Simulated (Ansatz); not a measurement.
InSe:

```
In Se
1.0
     4.04733    0.00000    0.00000
    -2.02366    3.50509    0.00000
     0.00000    0.00000   17.87154
In Se
4 4
Direct
  0.33333 0.66667 0.07739
  0.33333 0.66667 0.92261
  0.00000 0.00000 0.42261
  0.00000 0.00000 0.57739
  0.33333 0.66667 0.35298
  0.33333 0.66667 0.64702
  0.66667 0.33333 0.14700
  0.66667 0.33333 0.85300
```

Measurements of this composition are mostly on another form, of space group No. 160.

The cell isn't the ideal one: strained by -1 %.

Below is the output of Ansatz 0.2.0 for this cell. Logs are shortened: lines on timing, memory, paths and dates and some standing lists are left out, and cuts for length are marked.

```text
Warning: RAYON_NUM_THREADS=4 ignored (pool sized by the plan → 4); use --threads N
Engine: ansatz 0.2.0, aarch64-unknown-linux-gnu
Pseudopotentials: kind: paw
Pseudopotential: In, paw, valence charge 13, recommended cutoff 420 eV (normal), In.paw.azcp
Pseudopotential: Se, paw, valence charge 16, recommended cutoff 420 eV (normal), Se.paw.azcp
Functional definition: PBE
  parameter kappa = 0.804
[... 47 lines left out ...]
  E_smearing   = -0.000028  (= −TS)
  E_closure    = -0.000000  (closes the sum)
  Σ components = -44271.824353   (vs F -44271.824353, Δ=0.00e0)
--- Forces (eV/Å), atoms counted from 1 ---
  atom   1  In    -0.00000000     0.00000000    -0.02556745
  atom   2  In     0.00000000     0.00000000     0.02556745
  atom   3  In    -0.00000000    -0.00000000     0.02461773
  atom   4  In    -0.00000000     0.00000000    -0.02461773
  atom   5  Se     0.00000000     0.00000000    -0.32065818
  atom   6  Se     0.00000000     0.00000000     0.32065818
  atom   7  Se     0.00000000     0.00000000     0.32166871
  atom   8  Se     0.00000000     0.00000000    -0.32166871
  max |Σ_I F_I| component: 2.31e-17 eV/Å
--- Stress (GPa, compression-positive) ---
        1.719814      -0.000000       0.000000
       -0.000000       1.719814      -0.000000
        0.000000      -0.000000       2.216808
  P = ⅓ Tr σ = 1.8855 GPa (18.855 kbar)
--- Band table (eV; the first three rows and the last of 14) ---
  k-point 0: bands = ["-41.1284", "-41.1284", "-41.1284", "-41.1284", "-41.1240", "-41.1240", "-41.1240", "-41.1240", "-41.0917", "-41.0917", "-41.0917", "-41.0917", "-41.0874", "-41.0874", "-41.0874", "-41.0874", "-41.0785", "-41.0785", "-41.0741", "-41.0741", "-8.5186", "-8.5152", "-8.3139", "-8.3139", "-8.3106", "-8.3106", "-8.2208", "-8.2208", "-8.2175", "-8.2175", "-8.2157", "-8.2157", "-8.2124", "-8.2124", "-8.0283", "-8.0283", "-8.0250", "-8.0250", "-8.0150", "-8.0108", "-7.0611", "-6.9817", "-6.9040", "-6.8211", "0.1603", "0.3132", "2.3775", "2.8540", "4.9454", "4.9454", "4.9952", "4.9952", "5.0276", "5.0276", "5.0799", "5.0799", "5.1037", "6.0870", "6.7748", "7.5649", "8.2927", "8.3220", "10.4830", "10.4830", "10.5150", "10.5150", "11.7724", "11.7724"]
  k-point 1: bands = ["-41.1284", "-41.1284", "-41.1284", "-41.1284", "-41.1240", "-41.1240", "-41.1240", "-41.1240", "-41.0917", "-41.0917", "-41.0917", "-41.0917", "-41.0874", "-41.0874", "-41.0874", "-41.0874", "-41.0785", "-41.0785", "-41.0741", "-41.0741", "-8.5186", "-8.5152", "-8.3139", "-8.3139", "-8.3106", "-8.3106", "-8.2208", "-8.2208", "-8.2175", "-8.2175", "-8.2157", "-8.2157", "-8.2124", "-8.2124", "-8.0284", "-8.0284", "-8.0250", "-8.0250", "-8.0146", "-8.0112", "-7.0327", "-7.0295", "-6.8546", "-6.8512", "0.2301", "0.2345", "2.5990", "2.6055", "4.9620", "4.9620", "4.9643", "4.9643", "5.0597", "5.0597", "5.0620", "5.0620", "5.5112", "5.5241", "7.2511", "7.2681", "8.3082", "8.3163", "10.4974", "10.4974", "10.5001", "10.5001", "11.7971", "11.7971"]
  k-point 2: bands = ["-41.1283", "-41.1283", "-41.1283", "-41.1283", "-41.1240", "-41.1240", "-41.1239", "-41.1239", "-41.0918", "-41.0918", "-41.0917", "-41.0917", "-41.0874", "-41.0874", "-41.0874", "-41.0874", "-41.0784", "-41.0784", "-41.0741", "-41.0741", "-8.5202", "-8.5168", "-8.3922", "-8.3881", "-8.3210", "-8.3164", "-8.3114", "-8.3081", "-8.2232", "-8.2199", "-8.2030", "-8.2015", "-8.1997", "-8.1982", "-8.0684", "-8.0649", "-8.0305", "-8.0272", "-7.9394", "-7.9360", "-6.7949", "-6.7228", "-6.6572", "-6.5814", "0.2900", "0.3918", "2.3229", "2.4803", "3.6910", "3.8485", "3.8856", "4.3360", "4.6266", "4.6964", "4.7444", "4.8189", "5.3786", "5.9486", "7.9276", "8.2856", "8.9179", "9.0379", "9.8887", "9.9624", "10.7252", "10.7682", "10.8704", "11.0133"]
  k-point 13: bands = ["-41.1282", "-41.1282", "-41.1282", "-41.1282", "-41.1238", "-41.1238", "-41.1238", "-41.1238", "-41.0918", "-41.0918", "-41.0918", "-41.0918", "-41.0875", "-41.0875", "-41.0874", "-41.0874", "-41.0783", "-41.0783", "-41.0740", "-41.0740", "-8.6187", "-8.6155", "-8.5198", "-8.5166", "-8.4549", "-8.4515", "-8.3338", "-8.3305", "-8.2178", "-8.2145", "-8.1755", "-8.1721", "-8.1620", "-8.1586", "-8.0628", "-8.0612", "-8.0594", "-8.0578", "-7.8570", "-7.8535", "-5.7448", "-5.7410", "-5.6748", "-5.6709", "0.0619", "0.0645", "0.8813", "0.8825", "2.3891", "2.4005", "2.7135", "2.7302", "3.7909", "3.8124", "4.1808", "4.2836", "4.4891", "4.5893", "8.1657", "8.2222", "8.7758", "8.8511", "9.6385", "9.7581", "10.7104", "10.8981", "11.9485", "11.9537"]
```

Question: Write the input and the command behind it.

Answer: Single point with PBE, no spin polarisation. The files as run (others can give the same):

input.yaml
```yaml
crystal:
  lattice:
    - [4.0473293151, 0.0, 0.0]
    - [-2.0236646576, 3.5050900044, 0.0]
    - [0.0, 0.0, 17.8715442609]
  atoms:
    - { symbol: In, position: [0.3333333333, 0.6666666667, 0.07739049] }
    - { symbol: In, position: [0.3333333333, 0.6666666667, 0.92260951] }
    - { symbol: In, position: [0.0, 0.0, 0.42260632] }
    - { symbol: In, position: [0.0, 0.0, 0.57739368] }
    - { symbol: Se, position: [0.3333333333, 0.6666666667, 0.35298428] }
    - { symbol: Se, position: [0.3333333333, 0.6666666667, 0.64701572] }
    - { symbol: Se, position: [0.6666666667, 0.3333333333, 0.14699993] }
    - { symbol: Se, position: [0.6666666667, 0.3333333333, 0.85300007] }
hamiltonian:
  xc: pbe
  pseudopotentials: { kind: paw }
kpoints:
  mp_grid: { grid: [6, 6, 2] }
scf:
  occupations: { method: fermi_dirac, width: 0.05 }
output:
  forces: true
  stress: true
  eigenvalues: true
```

Potentials or basis: Ansatz PAW.
Command:
```console
$ ansatz run input.yaml --threads 4 --pin off --max-ram 11264MiB --backend cpu --events-out ev --progress --plain --runs-dir out
```

Caveat: spin-orbit coupling is left out, which moves the levels of the heavy elements; this functional lacks dispersion, which binds the layers, so the pressure and a relaxed spacing across them are unreliable.
